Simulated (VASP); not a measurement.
Set up this calculation in VASP 6.6.1, as the native input.

| Property | Result |
| --- | --- |
| Task | single point |
| Functional | PBE |
| Potentials or basis | VASP PAW PBE potentials, release 64 (Cd, Se) |
| Cutoff | 520 eV |
| k mesh | 10 × 10 × 10 |
| Occupations | gaussian, width 0.02 eV |
| Spin | no spin polarisation |
| Dipole correction | no |
| Further INCAR settings | ALGO = Normal; EDIFF = 1e-06; NBANDS = 16 |

The structure of CdSe lies in POSCAR:

```
CdSe
1.0
    0.0000000000      3.0984146730      3.0984146730
    3.0984146730      0.0000000000      3.0984146730
    3.0984146730      3.0984146730      0.0000000000
Cd Se
1 1
Direct
    0.0000000000      0.0000000000      0.0000000000
    0.7500000000      0.7500000000      0.7500000000
```

Measurements of this composition are mostly on another form, of space group No. 186.

One way to write it, as run:

INCAR

```
PREC = Accurate
ENCUT = 520
EDIFF = 1E-6
ISMEAR = 0
SIGMA = 0.02
LREAL = False
LASPH = True
NELM = 100
ALGO = Normal
ISIF = 2
LWAVE = False
LCHARG = False
GGA = PE
NBANDS = 16
```

KPOINTS

```
Automatic mesh
0
Gamma
  10 10 10
```

Potentials or basis: VASP PAW PBE potentials, release 64 (Cd, Se).

Command:

```console
$ cat potpaw_PBE.64/Cd/POTCAR potpaw_PBE.64/Se/POTCAR > POTCAR
$ mpirun -np 1 vasp_std > vasp.out
```

Results of the run:

```json
{"Pressure": "0.2 GPa", "Band gap on the k mesh": "0.49 eV, direct"}
```

Wall time 56 s on 1 thread of Intel(R) Xeon(R) Platinum 8375C CPU @ 2.90GHz (Ice Lake) (shared host), peak memory 0.22 GiB.
